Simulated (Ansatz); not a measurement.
## Bi2Se3 (Paraguanajuatite): equation of state with rPW86-PBE

Bi2Se3 (Paraguanajuatite):

```
Bi Se
1.0
     2.07150    1.19598    9.54533
    -2.07150    1.19598    9.54533
     0.00000   -2.39196    9.54533
Bi Se
2 3
Cartesian
  0.0000 0.0000 17.1587
  0.0000 0.0000 11.4773
  0.0000 0.0000 22.5738
  0.0000 0.0000 6.0622
  0.0000 0.0000 0.0000
```

```json
{
 "Program": "Ansatz 0.2.0",
 "Task": "equation of state",
 "Functional": "rPW86-PBE",
 "Potentials or basis": "Ansatz PAW",
 "Cutoff": "420 eV",
 "Density cutoff": "1680 eV",
 "k mesh": "8 × 8 × 8",
 "Occupations": "fermi-dirac, width 0.05 eV",
 "Spin": "no spin polarisation"
}
```

```
Equilibrium volume                        : 31.17 Å³/atom (rough: see the caveat)
Bulk modulus at fixed shape and positions : 52 GPa (rough)
```

Energy against volume, from the lowest point:
```csv
volume (Å³/atom),energy (meV/atom)
26.675,131.03
27.243,94.58
27.810,64.77
28.378,40.95
28.946,22.56
29.513,9.07
30.081,0.00
```

All runs of the series together: 42 s on 2 threads of Intel(R) Xeon(R) 6975P-C (Granite Rapids), on a shared host.

Caveat: the potentials were made for another functional, which shifts forces and pressure; the minimum lies outside the volumes run; the cell was scaled at fixed shape and fractional positions, which overstates the stiffness of a crystal with free parameters, most of all of layers and chains.
